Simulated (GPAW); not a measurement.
The system is TaN.

```
CELL_PARAMETERS angstrom
0.00000 2.21132 2.21132
2.21132 0.00000 2.21132
2.21132 2.21132 0.00000
ATOMIC_POSITIONS crystal
Ta 0.50000 0.50000 0.50000
N 0.00000 0.00000 0.00000
```

The cell comes from a database or a generator and needn't be the stable form of this composition.

| Property | Result |
| --- | --- |
| Program | GPAW 26.7.0 |
| Task | relaxation of cell and atoms |
| Functional | PBEsol |
| Dispersion | D3 |
| Potentials or basis | PAW data sets generated in the run's folder for this functional |
| Cutoff | 800 eV |
| Basis | pw |
| k mesh | 10 × 10 × 10 |
| Occupations | fermi-dirac, width 0.05 eV |
| Spin | no spin polarisation |

At the start: pressure -16.7 GPa; volume 10.81 Å³/atom.

Q: Where does the relaxation end?

A: Over 4 steps the energy falls by 26.7 meV/atom and the volume is 10.29 Å³/atom (-4.9 %); space group Fm-3m (No. 225, to 0.05 Å).

The path:
```
step  energy change (eV)  largest force (eV/Å)  pressure (GPa)  volume (Å³)
   1              0.0000                0.0000          -16.75        21.63
   2             -0.0400                0.0000           -9.10        21.11
   3             -0.0533                0.0000            0.62        20.54
   4             -0.0535                0.0000           -0.02        20.57
```

Final structure:
```xyz
2
Lattice="0.0000 2.1749 2.1749 2.1749 0.0000 2.1749 2.1749 2.1749 0.0000" Properties=species:S:1:pos:R:3 pbc="T T T"
Ta    2.1749    2.1749    2.1749
N     0.0000    0.0000    0.0000
```

Caveat: later steps reuse the first step's grids; pairwise dispersion overbinds metals, which lowers pressure and volume.
